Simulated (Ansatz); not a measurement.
A crystal relaxed with r2SCAN in Ansatz has space group Fm-3m (No. 225) and a = 6.338 Å.

```json
{"atom": "Si", "site": "4a", "x": "0.0000", "y": "0.0000", "z": "0.0000"}
{"atom": "Xx", "site": "8c", "x": "0.2500", "y": "0.7500", "z": "0.7500"}
```

r2SCAN gives an indirect gap of 0.45 eV, from Γ to X; the least direct gap is 2.48 eV at X. With HSE06 the valence top lies at Γ and the conduction bottom at X, 0.56 eV higher; the smallest vertical gap, at Γ, is 2.54 eV. Meshes: r2SCAN 8×8×8, HSE06 6×6×6. r2SCAN's ε∞ is 12.8 in all directions.

**Question.** Which element is Xx?
A. Hg
B. Ba
C. Mg
D. Be

**Answer.** C. Xx is Mg: Mg2Si in the antifluorite structure. Si is surrounded by 8 Mg at 2.74 Å; Mg is surrounded by 4 Si at 2.74 Å.

The values are computed, spin-unpolarised, and not measurements.

The meshes of the hybrids are coarse, so their gaps aren't converged to the digits shown.
